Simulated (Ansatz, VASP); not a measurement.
## BP in two plane-wave programs

Aim: how closely do two programs agree when they are given the same cell, functional and k mesh? The cell is taken from a series of VASP runs on this material, whose earlier steps may have relaxed, scaled or displaced it; both programs get it as it stands. Other levels of theory on this material are compared in a session of their own.

Main program and level: Ansatz 0.2.0; plane waves, with VASP 6.6.1 beside it; band structure at r2SCAN and single point at LDA.

### Step 1. Starting point

Symmetry: F-43m, No. 216, cubic system. Conventional cell: a = 4.538 Å, b = 4.538 Å, c = 4.538 Å, α = 90.00°, β = 90.00°, γ = 90.00°. P has 4 B at 1.97 Å nearest. B has 4 P at 1.97 Å nearest. Farther neighbours are not listed.

### Step 2. Ansatz: band structure, r2SCAN

Ansatz runs on its default PAW (the set named soft_2) files.

Levels along a path test the potential and the projectors away from the mesh points.

The input, input.yaml:

```yaml
crystal:
  lattice:
    - [0.0, 2.269, 2.269]
    - [2.269, 0.0, 2.269]
    - [2.269, 2.269, 0.0]
  atoms:
    - { symbol: P, position: [0.75, 0.75, 0.75] }
    - { symbol: B, position: [0.0, 0.0, 0.0] }
hamiltonian:
  xc: r2scan
  pseudopotentials: { kind: paw }
kpoints:
  mp_grid: { grid: [8, 8, 8] }
  band_path:
    path:
      - [0.0, 0.0, 0.0]
      - [0.16667, 0.0, 0.16667]
      - [0.33333, 0.0, 0.33333]
      - [0.38889, 0.0, 0.38889]
      - [0.5, 0.0, 0.5]
      - [0.5, 0.08333, 0.58333]
      - [0.5, 0.19444, 0.69444]
      - [0.5, 0.25, 0.75]
      - [0.45833, 0.29167, 0.75]
      - [0.40278, 0.34722, 0.75]
      - [0.375, 0.375, 0.75]
      - [0.20833, 0.20833, 0.41667]
      - [0.08333, 0.08333, 0.16667]
      - [0.0, 0.0, 0.0]
      - [0.22222, 0.22222, 0.22222]
      - [0.38889, 0.38889, 0.38889]
      - [0.51389, 0.47222, 0.51389]
      - [0.55556, 0.38889, 0.55556]
      - [0.61111, 0.27778, 0.61111]
      - [0.61111, 0.25, 0.63889]
      - [0.56944, 0.25, 0.68056]
      - [0.51389, 0.25, 0.73611]
      - [0.5, 0.27778, 0.72222]
      - [0.5, 0.38889, 0.61111]
      - [0.5, 0.47222, 0.52778]
      - [0.48611, 0.48611, 0.52778]
      - [0.43056, 0.43056, 0.63889]
      - [0.38889, 0.38889, 0.72222]
      - [0.59722, 0.19444, 0.59722]
      - [0.55556, 0.11111, 0.55556]
      - [0.5, 0.0, 0.5]
    npoints: 1
scf:
  occupations: { method: gaussian, width: 0.03 }
  n_extra_bands: 7
output:
  forces: true
  stress: true
  eigenvalues: true
```

Run with:

```
$ ansatz run input.yaml --threads 2 --pin off --max-ram 4608MiB --backend cpu --events-out ev --progress --plain --runs-dir out
```

Numbers of over 12 decimals in the logs are rounded to 6 here.

Log:

```text
scf.n_extra_bands = 7 over 4 filled bands (N_el = 8.0): the run solves 11 bands
Engine: ansatz 0.2.0, aarch64-unknown-linux-gnu
Pseudopotentials: kind: paw
Pseudopotential: P, paw, valence charge 5, recommended cutoff 500 eV (meta_gga), P.paw.azcp
Pseudopotential: B, paw, valence charge 3, recommended cutoff 500 eV (meta_gga), B.paw.azcp
Functional definition: r2SCAN
  parameter k0 = 0.174
  parameter k1 = 0.065
  parameter a1 = 4.9479
  exchange = r2scan_x(k0 = k0, k1 = k1, a1 = a1)
  correlation = r2scan_c
Crystal: 2 atoms, lattice volume = 23.363 Å³
Basis set: ecut = 500 eV, 609 PW (Γ), exchange–correlation on 96×96×96 points (64 copies of the dense FFT grid, shifted against one another)
Bands: 11, of which v1, the nominal top of the filled ones, is band 4 counted from 1 (3 counted from 0)
Symmetry: 24 space group operations
Space group: F-43m (ITA 216), of the structure as read, at distance tolerance 2.9e-5 Å
k-points: 29 of 512 (time reversal used)
Non-local potential: P, projectors of the file, l = 0: 2, l = 1: 2, l = 2: 2
Non-local potential: B, projectors of the file, l = 0: 2, l = 1: 2, l = 2: 1
PAW form: soft (Blöchl's): semilocal exchange-correlation on the pseudo side does not see the compensation charge
PAW frozen core: P, regenerated for the run's functional (the file was generated under x = pbe(κ = 0.804, μ = 0.219515), c = pbe(β = 0.066725))
PAW frozen core: B, regenerated for the run's functional (the file was generated under x = pbe(κ = 0.804, μ = 0.219515), c = pbe(β = 0.066725))
PAW one-centre angular grid: P, 302 points (default); XC on 160 Gauss nodes
PAW one-centre angular grid: B, 302 points (default); XC on 160 Gauss nodes
Initial density: superposition of atomic densities (neutral atoms: chi_scale 0, normalization atom), corrected by the library's trained network
Initial wavefunctions: pseudopotential atomic-orbital guess
Functional: x = r2scan, c = r2scan; τ floored in thin density (d = 2e-4 eV/Å³)
SCF iter   1: F=—  HF=-916.649395 eV  |F-HF|=—  |Δ(HF+E_count)|=         —  Δρ=4.42e-3  dr2=2.30e-3  dr2_τ=1.31e-1  ethr=1.77e-3  ⟨swp⟩=6.3  Hψ=2690  notcnv=0
preconditioner: auto → none  [insulator: Δε(μ)=1.402 eV  Ē_g=17.084 eV  σ=0.030 eV  W_gap=1.00  n_scr=0 (ndim 8)  ℏωp=21.7 eV  f_vac=0.000  D(μ)=0.00/eV (n_scr^D=0)  ε∞_Penn≈2.6]
SCF iter   2: F=—  HF=-916.685212 eV  |F-HF|=—  |Δ(HF+E_count)|=   3.58e-2  Δρ=2.94e-3  dr2=9.43e-4  dr2_τ=3.96e-5  ethr=2.87e-5  ⟨swp⟩=2.9  Hψ=867  notcnv=0  defer=68
SCF iter   3: F=—  HF=-916.685376 eV  |F-HF|=—  |Δ(HF+E_count)|=   1.64e-4  Δρ=9.80e-4  dr2=2.74e-4  dr2_τ=1.74e-5  ethr=1.18e-5  ⟨swp⟩=2.7  Hψ=417  notcnv=0  defer=68
SCF iter   4: F=—  HF=-916.685296 eV  |F-HF|=—  |Δ(HF+E_count)|=   8.08e-5  Δρ=2.95e-4  dr2=1.17e-5  dr2_τ=7.19e-7  ethr=3.43e-6  ⟨swp⟩=2.2  Hψ=351  notcnv=0  defer=68
SCF iter   5: F=—  HF=-916.685296 eV  |F-HF|=—  |Δ(HF+E_count)|=   8.10e-7  Δρ=4.89e-5  dr2=2.69e-7  dr2_τ=2.49e-8  ethr=1.46e-7  ⟨swp⟩=2.4  Hψ=365  notcnv=0  defer=68
SCF iter   6: F=-916.685296 eV  HF=-916.685296 eV  |F-HF|=3.98e-9  |Δ(HF+E_count)|=   4.34e-8  Δρ=6.46e-6  dr2=4.21e-9  dr2_τ=3.53e-10  ethr=1.25e-9  ⟨swp⟩=9.9  Hψ=1845  notcnv=0
SCF 1 converged in 6 iterations: F = -916.685296 eV  dr2 = 4.21e-9
  greatest PAW one-centre occupation: 0.773 electrons in one spin orbital (limit 2), on the P atom at site 0 (counted from 0), in its partial waves of l = 0
NSCF: frozen V_eff on 31 k-points
SCF converged after 6 iterations
Free energy (F): -916.685296 eV
Harris-Foulkes:  -916.685296 eV  (|F-HF|=3.98e-9)
Internal energy: -916.685296 eV  (E = F + TS)
E sigma→0 (E₀):  -916.685296 eV
Fermi energy:    9.958248 eV
--- Per-component energies (eV) ---
  E_band       = 19.087153
  E_kinetic    = 121.453245
  E_local      = -66.827727  (includes V_loc(G=0)·N_el)
  E_nonlocal   = 44.153469
  E_hartree    = 17.053887
  E_xc         = -91.086918
  E_vxc        = -108.113155  (∫ρ·V_xc dr)
  E_paw        = -655.830449  (= ΣΔE_a)
  E_vpaw       = -10.618971  (= ΣTr[D̂ρ^β])
  E_aug_tail   = -0.000001  (compensation charges beyond the density's cutoff)
  E_vtau       = 4.932564  (kinetic-family band-sum trace: ∫τ·v_τ [+ j·A + Jᵃ·Aᵃ] dr)
  E_ewald      = -285.491518
  E_core_change = -0.109284  (= ΣΔE_core)
  E_smearing   = -0.000000  (= −TS)
  E_closure    = 0.000000  (closes the sum)
  Σ components = -916.685296   (vs F -916.685296, Δ=0.00e0)
--- Forces (eV/Å), atoms counted from 1 ---
  atom   1  P      0.00000000     0.00000000    -0.00000000
  atom   2  B     -0.00000000     0.00000000     0.00000000
  max |Σ_I F_I| component: 2.59e-16 eV/Å
--- Stress (GPa, compression-positive) ---
       -0.149504      -0.000000      -0.000000
       -0.000000      -0.149504       0.000000
       -0.000000       0.000000      -0.149504
  P = ⅓ Tr σ = -0.1495 GPa (-1.495 kbar)
--- Band table (eV; the first three rows and the last of 29) ---
  k-point 0: bands = [-7.0418, 9.2351, 9.2351, 9.2351, 12.8350, 12.8350, 12.8350, 17.2150, ... 3 higher]
  k-point 1: bands = [-6.7465, 7.2758, 8.7794, 8.7794, 13.4454, 13.4653, 13.4653, 18.0383, ... 3 higher]
  k-point 2: bands = [-5.8801, 4.1248, 8.0463, 8.0463, 13.5561, 14.2819, 14.2819, 19.5948, ... 3 higher]
  k-point 28: bands = [-1.5958, 0.6081, 3.2968, 3.4992, 14.9784, 16.3977, 17.0172, 17.1127, ... 3 higher]
```

It took 2.8 s on 2 threads of Arm Neoverse N1, shared host; peak memory 0.32 GiB; 5.1 s of CPU time.

Reading the cycles: dr2 is the Hartree energy of the density residual (eV), the measure of convergence; HF is the Harris–Foulkes estimate of the energy, which meets the free energy F at convergence.

### Step 3. VASP: band structure, r2SCAN

The same cell, functional, mesh and smearing now go to VASP, with its own data sets and cutoff.

Lines of VASP's logs that name or quote its potential files are left out, and so is its time.

The input, INCAR:

```
SYSTEM = BP
PREC = Accurate
ENCUT = 370
EDIFF = 1E-06
NELM = 100
ISMEAR = 0
SIGMA = 0.03
LREAL = .FALSE.
ALGO = Normal
METAGGA = R2SCAN
LASPH = .TRUE.
NBANDS = 16
LORBIT = 11
LWAVE = .FALSE.
LCHARG = .FALSE.
KPAR = 4
```

The input, POSCAR:

```
BP
1.0
    0.0000000000      2.2690000000      2.2690000000
    2.2690000000      0.0000000000      2.2690000000
    2.2690000000      2.2690000000      0.0000000000
P B
1 1
Direct
    0.7500000000      0.7500000000      0.7500000000
    0.0000000000      0.0000000000      0.0000000000
```

The input, KPOINTS:

```
Automatic mesh
0
Gamma
8 8 8
0 0 0
```

The input, KPOINTS_OPT:

```
Line mode
10
Line-mode
Reciprocal
  0.00000000   0.00000000   0.00000000 GAMMA
  0.50000000   0.00000000   0.50000000 X

  0.50000000   0.00000000   0.50000000 X
  0.50000000   0.25000000   0.75000000 W

  0.50000000   0.25000000   0.75000000 W
  0.37500000   0.37500000   0.75000000 K

  0.37500000   0.37500000   0.75000000 K
  0.00000000   0.00000000   0.00000000 GAMMA

  0.00000000   0.00000000   0.00000000 GAMMA
  0.50000000   0.50000000   0.50000000 L

  0.50000000   0.50000000   0.50000000 L
  0.62500000   0.25000000   0.62500000 U

  0.62500000   0.25000000   0.62500000 U
  0.50000000   0.25000000   0.75000000 W

  0.50000000   0.25000000   0.75000000 W
  0.50000000   0.50000000   0.50000000 L

  0.50000000   0.50000000   0.50000000 L
  0.37500000   0.37500000   0.75000000 K

  0.62500000   0.25000000   0.62500000 U
  0.50000000   0.00000000   0.50000000 X
```

Potentials, in the order of the species: P and B (PBE family, release 64).

Run with:

```
$ mpirun -np 4 vasp_std
```

Log:

```text
[banner, memory and clock lines left out]
running    4 mpi-ranks, on    1 nodes
 distrk:  each k-point on    1 cores,    4 groups
 distr:  one band on    1 cores,    1 groups

 POSCAR found type information on POSCAR P B
 POSCAR found :  2 types and       2 ions
|                                                                             |
|               ----> ADVICE to this user running VASP <----                  |
|                                                                             |
|     You enforced a specific xc type in the INCAR file but a different       |
|     [... a line on the potential file left out ...]
|     I HOPE YOU KNOW WHAT YOU ARE DOING!                                     |
|                                                                             |

 LDA part: xc-table for (None), standard interpolation
 POSCAR, INCAR and KPOINTS ok, starting setup
 FFT: planning ... GRIDC
 FFT: planning ... GRID_SOFT
 FFT: planning ... GRID
 WAVECAR not read
 entering main loop
       N       E                     dE             d eps       ncg     rms          rms(c)
DAV:   1     0.477536184243E+00    0.47754E+00   -0.32602E+03   928   0.366E+02
DAV:   2    -0.187767863723E+02   -0.19254E+02   -0.18577E+02  1248   0.821E+01
DAV:   3    -0.191706056258E+02   -0.39382E+00   -0.39358E+00  1096   0.967E+00
DAV:   4    -0.191713138022E+02   -0.70818E-03   -0.70817E-03  1240   0.515E-01
DAV:   5    -0.191713156463E+02   -0.18442E-05   -0.18442E-05  1080   0.245E-02    0.791E+00
DAV:   6    -0.173578235924E+02    0.18135E+01   -0.85416E-01   992   0.354E+00    0.467E+00
DAV:   7    -0.173097279402E+02    0.48096E-01   -0.16757E-01  1184   0.163E+00    0.148E+00
DAV:   8    -0.173073159534E+02    0.24120E-02   -0.14439E-02  1128   0.628E-01    0.175E-01
DAV:   9    -0.173075715497E+02   -0.25560E-03   -0.81877E-04  1144   0.137E-01    0.751E-02
DAV:  10    -0.173076029754E+02   -0.31426E-04   -0.79871E-05  1088   0.432E-02    0.211E-02
DAV:  11    -0.173076026055E+02    0.36988E-06   -0.64788E-06  1224   0.108E-02
   1 F= -.17307603E+02 E0= -.17307603E+02  d E =-.143777E-22
 Start KPOINTS_OPT (optional k-point list driver)
k-point batch [1-29\100]
       N       E                     dE             ncg
DAV:   1     0.647987277202E+03   -0.64805E+04      928
DAV:   2     0.103865823455E+03   -0.54412E+03     1256
DAV:   3     0.921783356869E+02   -0.11687E+02     1128
DAV:   4     0.921551608080E+02   -0.23175E-01     1232
DAV:   5     0.921550971309E+02   -0.63677E-04     1080
DAV:   6     0.921550969120E+02   -0.21887E-06     1144
[...]
k-point batch [88-100\100]
       N       E                     dE             ncg
DAV:   1     0.434774818572E+04   -0.37282E+04      424
DAV:   2     0.410712304090E+04   -0.24063E+03      536
DAV:   3     0.410250499481E+04   -0.46180E+01      544
DAV:   4     0.410249553284E+04   -0.94620E-02      520
DAV:   5     0.410249550565E+04   -0.27186E-04      552
DAV:   6     0.410249550555E+04   -0.10133E-06      504
```

Parts of OUTCAR (step 3):

```text
ion  position               nearest neighbor table
   1  0.750  0.750  0.750-   2 1.97   2 1.97   2 1.97   2 1.97
   2  0.000  0.000  0.000-   1 1.97   1 1.97   1 1.97   1 1.97

  LATTYP: Found a face centered cubic cell.
 ALAT       =     4.5380000000

 Subroutine GETGRP returns: Found 24 space group operations
 (whereof 24 operations were pure point group operations)

The static configuration has the point symmetry T_d .

 Found     29 irreducible k-points:

   k-points           NKPTS =     29   k-points in BZ     NKDIM =     29   number of bands    NBANDS=     16

   dimension x,y,z NGX =    20 NGY =   20 NGZ =   20
   dimension x,y,z NGXF=    40 NGYF=   40 NGZF=   40

   ENCUT  =  370.0 eV  27.19 Ry    5.21 a.u.   5.03  5.03  5.03*2*pi/ulx,y,z

   NELECT =       8.0000    total number of electrons

 k-points in reciprocal lattice and weights: Automatic mesh
   0.00000000  0.00000000  0.00000000       0.002
   0.12500000  0.00000000  0.00000000       0.016
   0.25000000  0.00000000  0.00000000       0.016
   0.37500000  0.00000000  0.00000000       0.016
   0.50000000  0.00000000  0.00000000       0.008
   0.12500000  0.12500000  0.00000000       0.012
   0.25000000  0.12500000  0.00000000       0.047
   0.37500000  0.12500000  0.00000000       0.047
   0.50000000  0.12500000  0.00000000       0.047
[...]
-0.37500000  0.50000000  0.12500000       0.023
  -0.25000000  0.50000000  0.25000000       0.012

 average (electrostatic) potential at core
       1 -84.3126       2 -26.0772

 E-fermi :   7.5881

 k-point     1 :       0.0000    0.0000    0.0000
  band No.  band energies     occupation
      1      -8.8699      2.00000
      2       7.3906      2.00000
      3       7.3906      2.00000
      4       7.3906      2.00000
      5      11.0300      0.00000
      6      11.0300      0.00000
      7      11.0300      0.00000
      8      15.4008      0.00000
      9      19.7948      0.00000
    ...

 k-point     2 :       0.1250    0.0000    0.0000
  band No.  band energies     occupation
      1      -8.5746      2.00000
      2       5.4379      2.00000
      3       6.9372      2.00000
      4       6.9372      2.00000
      5      11.6354      0.00000
      6      11.6598      0.00000
      7      11.6598      0.00000
      8      16.2225      0.00000
      9      19.1399      0.00000
    ...

 k-point     3 :       0.2500    0.0000    0.0000
  band No.  band energies     occupation
      1      -7.7081      2.00000
      2       2.2909      2.00000
      3       6.2062      2.00000
      4       6.2062      2.00000
      5      11.7460      0.00000
      6      12.4797      0.00000
      7      12.4797      0.00000
      8      17.7767      0.00000
      9      18.9056      0.00000
    ...

  Total       -0.0971347     -0.0971347     -0.0971347      0.0000000      0.0000000      0.0000000
  in kB       -6.6611871     -6.6611871     -6.6611871      0.0000000      0.0000000      0.0000000
  external PRESSURE =      -6.6611871 kB  Pullay stress =       0.0000000 kB

  energy-cutoff  :      370.00
  volume of cell :       23.36
      direct lattice vectors                 reciprocal lattice vectors
     0.000000000  2.269000000  2.269000000    -0.220361393  0.220361393  0.220361393
     2.269000000  0.000000000  2.269000000     0.220361393 -0.220361393  0.220361393
     2.269000000  2.269000000  0.000000000     0.220361393  0.220361393 -0.220361393

 POSITION                                       TOTAL-FORCE (eV/Angst)
 -----------------------------------------------------------------------------------
      3.40350      3.40350      3.40350         0.000000      0.000000      0.000000
      0.00000      0.00000      0.00000        -0.000000     -0.000000     -0.000000
 -----------------------------------------------------------------------------------
    total drift:                               -0.000000     -0.000000     -0.000000

  FREE ENERGIE OF THE ION-ELECTRON SYSTEM (eV)
  ---------------------------------------------------
  free  energy   TOTEN  =       -17.3076026055 eV

  energy  without entropy=      -17.3076026055  energy(sigma->0) =      -17.30760261

 total charge
# of ion       s       p       d       tot
------------------------------------------
    1        0.985   1.587   0.000   2.573
    2        0.680   1.271   0.000   1.950
--------------------------------------------------
tot          1.665   2.858   0.000   4.523

[... 3 further parts left out ...]
```

The run ends at a pressure of -0.67 GPa.

(Continued in part 2 of 2.)

[Lines on the potential files, build, host, timing and source positions are cut from VASP's logs without a mark.]

[Logs are printed without paths, hosts, clocks, repeated set-up lines and the standing remarks that a program may print on its own settings, such as how far it seeks lower states.]

[Hosts, paths, dates, database ids (printed as entryN), source tags and the programs' standing remarks are cut or masked in the printed files.]
